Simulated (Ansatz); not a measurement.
Crystal: Ag.

```
Ag
1.0
     2.93000    0.00000    0.00000
    -1.46500    2.53745    0.00000
     0.00000    0.00000    4.79000
Ag
2
Direct
  0.66667 0.33333 0.75000
  0.33333 0.66667 0.25000
```

This isn't the form of Ag at room conditions, which is fcc.

Base run:

| Item | Value |
| --- | --- |
| Program | Ansatz 0.2.0 |
| Functional | LDA |
| Potentials or basis | all-electron LAPW, scalar-relativistic |
| Cutoff | 233 eV (chosen from the basis error) |
| Basis error allowed | 0.001 eV/atom |
| k mesh | 10 × 10 × 6 |
| Occupations | fermi-dirac, width 0.05 eV |
| Spin | no spin polarisation |

Its results: pressure -10.5 GPa.

**Question.** The run is repeated on the same cell with these changes: functional from LDA to PBEsol. What comes out?

**Answer.** Pressure -6.1 GPa.

PBEsol binds less tightly than LDA, so the same cell stands under more pressure.
